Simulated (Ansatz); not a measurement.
# Si4W: a trial structure relaxed, part 2 of 2

Where does this trial cell of Si4W go when cell and atoms are let free?

Ansatz 0.2.0; DFT PBE, scalar-relativistic, plane waves, PAW. Earlier steps stand in the parts before.

### Step 4. Final relaxation

The end of the coarse run is made exact in the group found at a tolerance of 0.06 Å and reduced to its primitive cell.

Input file input.yaml:

```yaml
crystal:
  lattice:
    - [-2.8055392772, 2.8055392772, 2.8055392772]
    - [2.8055392772, -2.8055392772, 2.8055392772]
    - [2.8055392772, 2.8055392772, -2.8055392772]
  atoms:
    - { symbol: Si, position: [0.5, 0.5, 0.5] }
    - { symbol: Si, position: [0.0, 0.0, 0.5] }
    - { symbol: Si, position: [0.0, 0.5, 0.0] }
    - { symbol: Si, position: [0.5, 0.0, 0.0] }
    - { symbol: W, position: [0.0, 0.0, 0.0] }
basis:
  ecutwfc: 420
kpoints:
  mp_grid: { grid: [10, 10, 10] }
hamiltonian:
  xc: pbe
scf:
  occupations: { method: gaussian, width: 0.1 }
output:
  forces: true
  stress: true
  eigenvalues: true
relax:
  adjacent_minimum: "off"
  f_tol: 0.01
  max_steps: 80
  cell: { stress_tol: 0.05 }
```

The run is started by

```console
$ ansatz run input.yaml --threads 1 --pin off --max-ram 2048MiB --backend cpu --events-out ev --progress --plain --runs-dir out
```

The program printed:

```text
Warning: RAYON_NUM_THREADS=1 ignored (pool sized by the plan → 1); use --threads N
Engine: ansatz 0.2.0, aarch64-unknown-linux-gnu
Pseudopotentials: kind: paw
Pseudopotential: Si, paw, valence charge 4, recommended cutoff 420 eV (normal), Si.paw.azcp
Pseudopotential: W, paw, valence charge 14, recommended cutoff 420 eV (normal), W.paw.azcp
Functional definition: PBE
  parameter kappa = 0.804
  parameter beta = 0.06672455060314922
  exchange = pbe_x(kappa = kappa, mu = beta*pi^2/3)
  correlation = pbe_c(beta = beta)
Crystal: 5 atoms, lattice volume = 88.330 Å³
Basis set: ecut = 420 eV, 1721 PW (Γ), exchange–correlation on 72×72×72 points (8 copies of the dense FFT grid, shifted against one another)
Bands: 20, of which v1, the nominal top of the filled ones, is band 15 counted from 1 (14 counted from 0)
Symmetry: 48 space group operations
Space group: Im-3m (ITA 229), of the structure as read, at distance tolerance 4.5e-5 Å
k-points: 47 of 1000
Non-local potential: Si, projectors of the file, l = 0: 2, l = 1: 2, l = 2: 2
Non-local potential: W, projectors of the file, l = 0: 3, l = 1: 2, l = 2: 2, l = 3: 1
PAW form: soft (Blöchl's): semilocal exchange-correlation on the pseudo side does not see the compensation charge
PAW one-centre angular grid: Si, 110 points (default); XC on 64 Gauss nodes
PAW one-centre angular grid: W, 590 points (default); XC on 64 Gauss nodes
Initial density: superposition of atomic densities (neutral atoms: chi_scale 0, normalization atom), corrected by the library's trained network
Initial wavefunctions: pseudopotential atomic-orbital guess
Functional: x = pbe(κ = 0.804, μ = 0.2195149727645171), c = pbe(β = 0.06672455060314922)
SCF iter   1: F=—  HF=-12926.049385 eV  |F-HF|=—  |Δ(HF+E_count)|=         —  Δρ=4.71e-3  dr2=4.54e-2  ethr=1.77e-3  ⟨swp⟩=5.6  Hψ=5022  notcnv=0
preconditioner: auto → Kerker (q_TF=auto, 2.279 Å⁻¹)  [metal: Δε(μ)=0.035 eV  Ē_g=6.938 eV  σ=0.100 eV  W_gap=0.19  n_scr=18 (ndim 8)  ℏωp=18.5 eV  f_vac=0.000  D(μ)=3.06/eV (n_scr^D=18)]
SCF iter   2: F=—  HF=-12926.042498 eV  |F-HF|=—  |Δ(HF+E_count)|=   6.89e-3  Δρ=1.06e-3  dr2=6.35e-4  ethr=1.51e-4  ⟨swp⟩=1.9  Hψ=1507  notcnv=0
SCF iter   3: F=—  HF=-12926.043065 eV  |F-HF|=—  |Δ(HF+E_count)|=   5.66e-4  Δρ=6.46e-4  dr2=2.83e-4  ethr=2.12e-6  ⟨swp⟩=1.7  Hψ=1153  notcnv=0
SCF iter   4: F=—  HF=-12926.043361 eV  |F-HF|=—  |Δ(HF+E_count)|=   2.96e-4  Δρ=1.11e-4  dr2=1.97e-5  ethr=9.45e-7  ⟨swp⟩=2.0  Hψ=1403  notcnv=0
SCF iter   5: F=—  HF=-12926.043381 eV  |F-HF|=—  |Δ(HF+E_count)|=   2.08e-5  Δρ=2.18e-5  dr2=3.19e-7  ethr=6.55e-8  ⟨swp⟩=2.0  Hψ=1416  notcnv=0
SCF iter   6: F=-12926.043382 eV  HF=-12926.043382 eV  |F-HF|=1.23e-8  |Δ(HF+E_count)|=   5.16e-7  Δρ=4.23e-6  dr2=1.52e-8  ethr=3.33e-10  ⟨swp⟩=7.7  Hψ=4619  notcnv=0
SCF 1 converged in 6 iterations: F = -12926.043382 eV  dr2 = 1.52e-8
relax step   1: F+E_penalty+E_count = -12926.04338188 eV  Δ(F+E_penalty+E_count) = +0.000e0 eV  max|allowed force component| = 2.074e-30 eV/Å  Δτ_max = 0.0000 Å  P = +1.926 GPa  Ω = 88.330 Å³  (6 SCF iters, dr2 threshold 1.00e-7 eV, accepted)
Crystal: 5 atoms, lattice volume = 89.858 Å³
Basis set: ecut = 420 eV, 1745 PW (Γ), exchange–correlation on 72×72×72 points (8 copies of the dense FFT grid, shifted against one another)
Initial density: handed on by an earlier stage of this run
Initial wavefunctions: those handed on with the density
iter 1 solved again at ethr=2.55e-5 eV; its pass at ethr=3.10e-3 eV (dr2=7.65e-3 eV) is discarded
SCF iter   1: F=—  HF=-12926.052000 eV  |F-HF|=—  |Δ(HF+E_count)|=         —  Δρ=1.64e-3  dr2=7.46e-3  ethr=2.55e-5  ⟨swp⟩=1.3  Hψ=5063  notcnv=0
preconditioner: auto → Kerker (q_TF=auto, 2.272 Å⁻¹)  [metal: Δε(μ)=0.023 eV  Ē_g=6.842 eV  σ=0.100 eV  W_gap=0.13  n_scr=18 (ndim 8)  ℏωp=18.4 eV  f_vac=0.000  D(μ)=3.28/eV (n_scr^D=18)]
SCF iter   2: F=—  HF=-12926.050779 eV  |F-HF|=—  |Δ(HF+E_count)|=   1.22e-3  Δρ=6.65e-4  dr2=6.66e-4  ethr=2.49e-5  ⟨swp⟩=2.1  Hψ=1207  notcnv=0
SCF iter   3: F=—  HF=-12926.050627 eV  |F-HF|=—  |Δ(HF+E_count)|=   1.51e-4  Δρ=3.73e-4  dr2=2.40e-4  ethr=2.22e-6  ⟨swp⟩=1.1  Hψ=973  notcnv=0
SCF iter   4: F=—  HF=-12926.050588 eV  |F-HF|=—  |Δ(HF+E_count)|=   3.87e-5  Δρ=7.78e-5  dr2=6.92e-6  ethr=7.98e-7  ⟨swp⟩=2.6  Hψ=1469  notcnv=0
SCF iter   5: F=-12926.050591 eV  HF=-12926.050591 eV  |F-HF|=2.15e-8  |Δ(HF+E_count)|=   2.87e-6  Δρ=1.52e-5  dr2=4.45e-7  ethr=1.67e-9  ⟨swp⟩=4.6  Hψ=4833  notcnv=0
SCF 2 converged in 5 iterations: F = -12926.050591 eV  dr2 = 4.45e-7
relax step   2: F+E_penalty+E_count = -12926.05059132 eV  Δ(F+E_penalty+E_count) = -7.209e-3 eV  max|allowed force component| = 1.411e-29 eV/Å  Δτ_max = 0.0000 Å  P = -0.301 GPa  Ω = 89.858 Å³  energy of the carried Pulay correction = -3.275e-4 eV  (5 SCF iters, dr2 threshold 5.00e-7 eV, accepted)
Crystal: 5 atoms, lattice volume = 89.649 Å³
iter 1 solved again at ethr=4.05e-7 eV; its pass at ethr=3.10e-3 eV (dr2=1.21e-4 eV) is discarded
SCF iter   1: F=—  HF=-12926.050854 eV  |F-HF|=—  |Δ(HF+E_count)|=         —  Δρ=2.10e-4  dr2=1.19e-4  ethr=4.05e-7  ⟨swp⟩=2.7  Hψ=5363  notcnv=0
preconditioner: auto → Kerker (q_TF=auto, 2.273 Å⁻¹)  [metal: Δε(μ)=0.003 eV  Ē_g=6.854 eV  σ=0.100 eV  W_gap=0.02  n_scr=18 (ndim 8)  ℏωp=18.4 eV  f_vac=0.000  D(μ)=3.34/eV (n_scr^D=18)]
SCF iter   2: F=—  HF=-12926.050846 eV  |F-HF|=—  |Δ(HF+E_count)|=   7.67e-6  Δρ=8.39e-5  dr2=9.66e-6  ethr=3.95e-7  ⟨swp⟩=2.2  Hψ=1246  notcnv=0
SCF iter   3: F=—  HF=-12926.050843 eV  |F-HF|=—  |Δ(HF+E_count)|=   2.51e-6  Δρ=4.61e-5  dr2=3.42e-6  ethr=3.22e-8  ⟨swp⟩=1.4  Hψ=1096  notcnv=0
SCF iter   4: F=-12926.050843 eV  HF=-12926.050843 eV  |F-HF|=6.57e-9  |Δ(HF+E_count)|=   9.08e-7  Δρ=8.98e-6  dr2=1.02e-7  ethr=7.53e-10  ⟨swp⟩=3.5  Hψ=3921  notcnv=0
SCF 3 converged in 4 iterations: F = -12926.050843 eV  dr2 = 1.02e-7
relax step   3: F+E_penalty+E_count = -12926.05084258 eV  Δ(F+E_penalty+E_count) = -2.513e-4 eV  max|allowed force component| = 1.563e-29 eV/Å  Δτ_max = 0.0000 Å  P = -0.013 GPa  Ω = 89.649 Å³  energy of the carried Pulay correction = -2.830e-4 eV  (4 SCF iters, dr2 threshold 2.26e-7 eV, accepted)
Initial wavefunctions: pseudopotential atomic-orbital guess (no wavefunctions were taken with the density)
iter 1 solved again at ethr=3.78e-8 eV; its pass at ethr=3.10e-3 eV (dr2=1.14e-5 eV) is discarded
SCF iter   1: F=—  HF=-12926.051110 eV  |F-HF|=—  |Δ(HF+E_count)|=         —  Δρ=5.60e-5  dr2=2.09e-7  ethr=3.78e-8  ⟨swp⟩=3.9  Hψ=7946  notcnv=0
preconditioner: auto → Kerker (q_TF=auto, 2.273 Å⁻¹)  [metal: Δε(μ)=0.006 eV  Ē_g=6.854 eV  σ=0.100 eV  W_gap=0.03  n_scr=18 (ndim 8)  ℏωp=18.4 eV  f_vac=0.000  D(μ)=3.33/eV (n_scr^D=18)]
SCF iter   2: F=—  HF=-12926.051140 eV  |F-HF|=—  |Δ(HF+E_count)|=   3.02e-5  Δρ=2.88e-5  dr2=7.09e-8  ethr=6.98e-10  ⟨swp⟩=2.1  Hψ=1268  notcnv=0
SCF iter   3: F=—  HF=-12926.051145 eV  |F-HF|=—  |Δ(HF+E_count)|=   4.88e-6  Δρ=3.26e-6  dr2=1.29e-8  ethr=2.36e-10  ⟨swp⟩=2.1  Hψ=1460  notcnv=0
SCF iter   4: F=—  HF=-12926.051145 eV  |F-HF|=—  |Δ(HF+E_count)|=   7.76e-9  Δρ=2.04e-6  dr2=2.08e-9  ethr=4.31e-11  ⟨swp⟩=2.7  Hψ=1506  notcnv=0
SCF iter   5: F=-12926.051145 eV  HF=-12926.051145 eV  |F-HF|=3.27e-11  |Δ(HF+E_count)|=   2.08e-8  Δρ=1.77e-7  dr2=4.40e-11  ethr=1.00e-12  ⟨swp⟩=3.8  Hψ=4155  notcnv=0
SCF 4 converged in 5 iterations: F = -12926.051145 eV  dr2 = 4.40e-11
relax step   4: F+E_penalty+E_count = -12926.05114509 eV  Δ(F+E_penalty+E_count) = -3.025e-4 eV  max|allowed force component| = 1.407e-29 eV/Å  Δτ_max = 0.0000 Å  P = -0.010 GPa  Ω = 89.649 Å³  stress off target by 9.80e-3 GPa  SCF on the basis re-selected at this cell (its energy is not comparable with the rows above)  (5 SCF iters)
basis re-selected at this cell: Δ(F+E_penalty+E_count) = -3.025e-4 eV, ΔP = +0.003 GPa vs the last step (what re-selecting the basis moved, of the pressure what is left beyond the Pulay correction that the steps carried, after the strain that the cell walked since its last selection, with what the two solves' SCF thresholds leave and, on support functions, any second-order correction that the steps lacked; it is no measure of the basis error at this ecutwfc). This SCF's stress stands 9.80e-3 GPa from its target on what of the cell is left free (relax.cell.stress_tol is 5.00e-2 GPa) and its largest allowed force component is 1.41e-29 eV/Å (relax.f_tol is 1.00e-2 eV/Å): within both
SCF converged after 5 iterations
Free energy (F): -12926.051145 eV
Harris-Foulkes:  -12926.051145 eV  (|F-HF|=3.27e-11)
Internal energy: -12926.034478 eV  (E = F + TS)
E sigma→0 (E₀):  -12926.042812 eV
Entropy (-TS):   -0.016667 eV (-3.333 meV/atom)
Fermi energy:    10.380751 eV
--- Per-component energies (eV) ---
  E_band       = -183.524182
  E_kinetic    = 614.398811
  E_local      = -1536.227016  (includes V_loc(G=0)·N_el)
  E_nonlocal   = 102.125030
  E_hartree    = 598.821138
  E_xc         = -488.372179
  E_vxc        = -426.757255  (∫ρ·V_xc dr)
  E_paw        = -10612.969159  (= ΣΔE_a)
  E_vpaw       = -134.705747  (= ΣTr[D̂ρ^β])
  E_aug_tail   = -0.000042  (compensation charges beyond the density's cutoff)
  E_ewald      = -1603.811061
  E_smearing   = -0.016667  (= −TS)
  E_closure    = 0.000000  (closes the sum)
  Σ components = -12926.051145   (vs F -12926.051145, Δ=0.00e0)
--- Forces (eV/Å), atoms counted from 1 ---
  atom   1  Si     0.00000000     0.00000000    -0.00000000
  atom   2  Si     0.00000000     0.00000000    -0.00000000
  atom   3  Si     0.00000000    -0.00000000     0.00000000
  atom   4  Si     0.00000000    -0.00000000    -0.00000000
  atom   5  W     -0.00000000     0.00000000    -0.00000000
  max |Σ_I F_I| component: 1.11e-29 eV/Å
--- Stress (GPa, compression-positive) ---
       -0.009803       0.000000       0.000000
        0.000000      -0.009803       0.000000
        0.000000       0.000000      -0.009803
  P = ⅓ Tr σ = -0.0098 GPa (-0.098 kbar)
--- Band table (eV; the first three rows and the last of 47) ---
  k-point 0: bands = ["-63.8097", "-28.2282", "-28.2282", "-28.2282", "-2.0950", "3.2023", "3.2023", "3.2023", "7.0503", "7.0503", "7.0503", "7.3140", "7.3140", "7.3140", "7.9001", "7.9001", "11.4065", "12.6970", "12.6970", "12.6970"]
  k-point 1: bands = ["-63.8097", "-28.2288", "-28.2285", "-28.2283", "-1.9994", "3.0640", "3.1074", "3.2450", "6.6638", "6.9311", "6.9873", "7.0284", "7.1387", "7.5593", "8.1603", "8.4896", "11.7457", "12.6292", "12.6832", "12.7645"]
  k-point 2: bands = ["-63.8096", "-28.2303", "-28.2292", "-28.2282", "-1.7169", "2.6405", "2.8900", "3.3645", "5.9197", "6.6250", "6.8086", "6.8317", "7.0622", "8.2223", "8.5886", "9.3452", "11.8672", "12.5683", "12.6322", "12.7589"]
  k-point 46: bands = ["-63.8092", "-28.2339", "-28.2339", "-28.2339", "1.7080", "1.7080", "1.7080", "2.9557", "3.9166", "3.9166", "5.8115", "5.8115", "5.8115", "8.9059", "11.6661", "11.6661", "13.2098", "13.2098", "13.2098", "14.7789"]
--- Relaxed structure (3 steps of the walk, 3 accepted, 1 SCFs on fresh bases) ---
  F+E_penalty+E_count = -12926.05114509 eV   max|allowed force component| = 1.407e-29 eV/Å   (the final SCF, on the basis selected at the relaxed cell)
  cell:  # Å, volume = 89.6491 Å³
    - [-2.819434127187511, 2.819434127187511, 2.819434127187511]
    - [2.819434127187511, -2.819434127187511, 2.819434127187511]
    - [2.819434127187511, 2.819434127187511, -2.819434127187511]
  atoms:
    - { symbol: Si, position: [0.49999999999999994, 0.49999999999999994, 0.49999999999999994] }
    - { symbol: Si, position: [0.0, 0.0, 0.49999999999999994] }
    - { symbol: Si, position: [0.0, 0.49999999999999994, 0.0] }
    - { symbol: Si, position: [0.49999999999999994, 0.0, 0.0] }
    - { symbol: W, position: [8.485256276715694e-37, 3.2797879314124887e-36, 3.199970238019464e-36] }
```

It took 23 s on 1 thread of Arm Neoverse V1, shared host; peak memory 0.39 GiB.

Step by step:

| step | energy from step 1 (eV/cell) | largest force component (eV/Å) | pressure (GPa) | volume (Å³) |
| --- | --- | --- | --- | --- |
| 1 | 0.0000 | 0.0000 | 1.93 | 88.33 |
| 2 | -0.0072 | 0.0000 | -0.30 | 89.86 |
| 3 | -0.0075 | 0.0000 | -0.01 | 89.65 |
| 4 | -0.0078 | 0.0000 | -0.01 | 89.65 |

Step 1 is the start. Step 4 repeats the geometry before it on a plane-wave basis chosen anew for that cell, so its energy need not be comparable with the rows above.

Lengths and angles in the start's conventional setting:

|  | before | after | change |
| --- | --- | --- | --- |
| a (Å) | 5.611 | 5.639 | +0.5 % |
| b (Å) | 5.611 | 5.639 | +0.5 % |
| c (Å) | 5.611 | 5.639 | +0.5 % |
| volume (Å³/atom) | 17.67 | 17.93 | +1.5 % |
| shortest distance (Å) | 2.430 | 2.442 | +0.5 % |
| space group (0.01 Å) | Im-3m | Im-3m | same |

Forces and stress were held to the start's 48 operations: a distortion of lower symmetry was not tested.

### Step 5. Changed: eigensolver.kind davidson, accuracy low, ecutwfc left out

Changes to input.yaml since step 4:

```diff
@@ -11,4 +11,2 @@
     - { symbol: W, position: [0.0, 0.0, 0.0] }
-basis:
-  ecutwfc: 420
 kpoints:
@@ -19,6 +17,7 @@
   occupations: { method: gaussian, width: 0.1 }
+  eigensolver: { kind: davidson }
 output:
   forces: true
+  eigenvalues: true
   stress: true
-  eigenvalues: true
 relax:
@@ -28 +27,2 @@
   cell: { stress_tol: 0.05 }
+accuracy: low
```

The run is started by

```console
$ ansatz run input.yaml --threads 1 --pin off --max-ram 2048MiB --backend cpu --events-out ev --progress --plain --runs-dir out
```

The program printed (excerpt; [...] marks lines left out):

```text
Warning: RAYON_NUM_THREADS=1 ignored (pool sized by the plan → 1); use --threads N
[...]
[... 4 set-up lines as earlier in the session ...]
[...]
Crystal: 5 atoms, lattice volume = 88.330 Å³
Basis set: ecut = 420 eV, 1721 PW (Γ), exchange–correlation on 72×72×72 points (8 copies of the dense FFT grid, shifted against one another)
Bands: 20, of which v1, the nominal top of the filled ones, is band 15 counted from 1 (14 counted from 0)
[... 2 set-up lines as earlier in the session ...]
k-points: 47 of 1000
[...]
SCF iter   1: F=—  HF=-12926.048567 eV  |F-HF|=—  |Δ(HF+E_count)|=         —  Δρ=4.65e-3  dr2=4.36e-2  ethr=1.77e-3  ⟨swp⟩=8.5  Hψ=4623  notcnv=0
[...]
  P = ⅓ Tr σ = -0.0091 GPa (-0.091 kbar)
--- Band table (eV; the first three rows and the last of 47) ---
  k-point 0: bands = ["-63.8096", "-28.2282", "-28.2282", "-28.2282", "-2.0950", "3.2023", "3.2023", "3.2023", "7.0504", "7.0504", "7.0504", "7.3140", "7.3140", "7.3140", "7.9002", "7.9002", "11.4066", "12.6971", "12.6971", "12.6971"]
[...]
--- Relaxed structure (3 steps of the walk, 3 accepted, 1 SCFs on fresh bases) ---
  F+E_penalty+E_count = -12926.05114523 eV   max|allowed force component| = 2.270e-30 eV/Å   (the final SCF, on the basis selected at the relaxed cell)
  cell:  # Å, volume = 89.6486 Å³
    - [-2.8194286976418845, 2.8194286976418845, 2.8194286976418845]
    - [2.8194286976418845, -2.8194286976418845, 2.8194286976418845]
    - [2.8194286976418845, 2.8194286976418845, -2.8194286976418845]
  atoms:
    - { symbol: Si, position: [0.5, 0.5, 0.5] }
    - { symbol: Si, position: [0.0, 0.0, 0.5] }
    - { symbol: Si, position: [0.0, 0.5, 0.0] }
    - { symbol: Si, position: [0.5, 0.0, 0.0] }
    - { symbol: W, position: [2.049561943214881e-37, 2.6362184980723628e-36, 2.6279085194959528e-36] }
```

Run time: 26 s. Hardware: 1 thread of Arm Neoverse V1, shared host; peak memory 0.37 GiB.

```tsv
run	ending	energy change	pressure (GPa)	gap (eV)	force (eV/Å)	cycles	time
step 4	converged	0	0.0	0.00	0.00	-	23 s
variant	converged	0.0 meV/atom	0.0	0.00	0.00	-	26 s
```

The changed solver doesn't alter the result here (within 0.5 meV/atom).

### Step 6. Results

This closing draws on all 2 parts. Changes of volume or cell count from the first structure of part 1.

| quantity | value |
| --- | --- |
| symmetry at the end (tolerance 0.05 Å) | space group Im-3m (No. 229) |
| conventional cell | a = 5.639 Å, b = 5.639 Å, c = 5.639 Å, α = 90.00°, β = 90.00°, γ = 90.00° |
| volume | 17.93 Å³/atom |
| energy over the elements | +0.40 eV/atom |
| gap on the mesh | none (metal) |

In words: The space group Im-3m (No. 229) is kept, and the volume per atom grows by 13.7 % from the first guess. The formation energy is positive, so the separate elements lie lower. No finished test with a distortion of lower symmetry is shown, so the end may be a saddle point. Spin-orbit coupling is left out for W.
